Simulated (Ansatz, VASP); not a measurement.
One calculation of FeO, two programs

INCAR

```
PREC = Accurate
ENCUT = 520
EDIFF = 1E-7
ISMEAR = -1
SIGMA = 0.05
LREAL = F
LASPH = T
NELM = 120
ALGO = Normal
ISIF = 2
LWAVE = F
LCHARG = F
ISPIN = 2
MAGMOM = 3 0
LORBIT = 11
LMAXMIX = 4
GGA = PE
NBANDS = 18
```

Contents of KPOINTS:

```
Automatic mesh
0
Gamma
  11 11 11
```

POSCAR

```
FeO
1.0
    1.5074960171      0.8703532365      2.4989095439
   -1.5074960171      0.8703532365      2.4989095439
    0.0000000000     -1.7407064631      2.4989095439
Fe O
1 1
Direct
    0.0000000000      0.0000000000      0.0000000000
    0.5000000000      0.5000000000      0.5000000000
```

input.yaml

```yaml
crystal:
  lattice:
    - [1.5074960171, 0.8703532365, 2.4989095439]
    - [-1.5074960171, 0.8703532365, 2.4989095439]
    - [0.0, -1.7407064631, 2.4989095439]
  atoms:
    - { symbol: Fe, position: [0.0, 0.0, 0.0], spin: 3.0 }
    - { symbol: O, position: [0.5, 0.5, 0.5] }
hamiltonian:
  xc: pbe
  pseudopotentials: { kind: paw }
magnetization:
  spin_polarized: true
kpoints:
  mp_grid: { grid: [11, 11, 11] }
scf:
  occupations: { method: fermi_dirac, width: 0.05 }
output:
  forces: true
  stress: true
  eigenvalues: true
  write_density: true
  write_potential: true
  elf: true
  volumetric_format: npy
```

Change from the starting cell: volume scaled by 0.98.

Alike in both runs: task single point; functional PBE; k mesh 11 × 11 × 11; occupations fermi-dirac, width 0.05 eV; collinear spin, ferromagnetic start.

|  | VASP | Ansatz |
| --- | --- | --- |
| version | VASP 6.6.1 | Ansatz 0.2.0 |
| potentials or method | VASP PAW PBE potentials, release 64 (Fe, O) | Ansatz PAW |
| plane-wave cutoff (eV) | 520 | 420 |
| valence electrons in the cell | 14 | 22 |

|  | VASP | Ansatz | Ansatz less VASP |
| --- | --- | --- | --- |
| gap on the k mesh at the Fermi level (eV) | none | none | - |
| pressure (GPa) | 3.4 | 3.2 | -0.19 |
| largest component of the traceless stress (GPa) | 0.59 | 0.56 | -0.031 |
| net moment per atom (μB) | 2.00 | 2.00 | 0.000 |
| size of the moment on the site where the two differ most (μB) | 3.62 | 3.44 | -0.175 |

Site moments also hang on the region over which each program counts them. A gap of «none» marks a metal or a gap that the smearing closes. The two sets of potentials don't hold the same shells in valence.

Caveats: a cell with one magnetic atom can't hold antiferromagnetic order, which such compounds often take; semilocal functionals often make such compounds metallic where correlation or magnetic order opens a gap, which also shifts bond lengths; the pressure holds a Pulay correction of +0.7 GPa for the finite cutoff (Ansatz).
